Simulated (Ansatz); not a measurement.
**AgCl: pressure against volume, fitted**

```xyz
2
Lattice="0.0000 2.7731 2.7731 2.7731 0.0000 2.7731 2.7731 2.7731 0.0000" Properties=species:S:1:pos:R:3 pbc="T T T"
Ag    2.7731    2.7731    2.7731
Cl    0.0000    0.0000    0.0000
```

Atom numbers follow the list: Ag1, Cl2.

The geometry is COD entry 9011666, unchecked; take it as a test cell.

Level of theory: Ansatz 0.2.0, DFT, PBEsol, all-electron LAPW, scalar-relativistic.

Settings: a Γ-centred 9×9×9 k mesh, Fermi–Dirac smearing of 0.01 eV, basis error target 0.5 meV/atom, no spin polarisation.

The cell is scaled evenly. Fractional coordinates are held (clamped ions).

| V (Å³/atom) | P (GPa) |
| --- | --- |
| 20.047 | 0.47 |
| 20.473 | -0.71 |
| 20.900 | -1.74 |
| 21.113 | -2.20 |
| 21.327 | -2.64 |
| 21.540 | -3.04 |
| 21.753 | -3.42 |
| 22.606 | -4.71 |

(1) Fit a third-order Birch–Murnaghan curve to the pressures.

(2) Predict the pressure at the withheld volume, 22.180 Å³/atom.

## Answers

(1) P = (3B0/2)(y^(7/2) − y^(5/2))[1 + (3/4)(B0′ − 4)(y − 1)] with y = (V0/V)^(2/3) fits within 0.01 GPa for V0 = 20.210 Å³/atom, B0 = 56.5 GPa and B0′ = 5.30.

(2) There y = 0.9399, so the fit gives -4.11 GPa; the run gave -4.11 GPa.
